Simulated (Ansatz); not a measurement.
Runs of Ansatz 0.2.0 on CuO. Symmetry: P6_3/mmc, No. 194, hexagonal system. Conventional cell: a = 3.180 Å, b = 3.180 Å, c = 4.431 Å, α = 90.00°, β = 90.00°, γ = 120.00°. Cu (site symmetry -3m) has 6 O at 2.14 Å and 2 Cu at 2.22 Å as nearest neighbours. O (site symmetry -6m2) has 6 Cu at 2.14 Å as nearest neighbours. Measurements of this composition are mostly on another form, of space group No. 15.

```tsv
task	level	potentials or basis	U	cutoff (eV)	hubbard projectors	double counting	gap on the mesh (eV)	pressure (GPa)	V0 of scaled cells (Å³/atom)	B0 (GPa)
projected density of states	LDA+U	Ansatz PAW	Cu d U = 6 eV	420	ortho-atomic (the default)	fll (the default)	none	-6.5	-	-
single point	PBE	Ansatz PAW	-	420	-	-	none	6.2	-	-
equation of state	PBE	PseudoDojo standard	-	1252	-	-	-	-	(b)	165
equation of state	PBE	Ansatz PAW	-	420	-	-	-	-	(a)	164
```

Alike in all rows: no spin polarisation; cell as given; k mesh 10 × 10 × 6; smearing fermi-dirac 0.05 eV.

Fill in the values left out.

(a) 10.04; (b) 10.03.

Caveats: the run has no spin polarisation, though such a crystal can be magnetic; the cell was scaled at fixed shape and fractional positions, which overstates the stiffness of a crystal with free parameters, most of all of layers and chains (some runs); U without spin polarisation on a metal has little footing (some runs); the PAW data sets come from PBE, with cores solved anew for the run's functional, which leaves a small shift of forces and pressure (some runs); semilocal functionals often make such compounds metallic where correlation or magnetic order opens a gap, which also shifts bond lengths (some runs).

A k mesh can miss the band edges.

A gap of «none» marks a metal or a gap under the smearing width.

Not every run made on this cell is shown here.
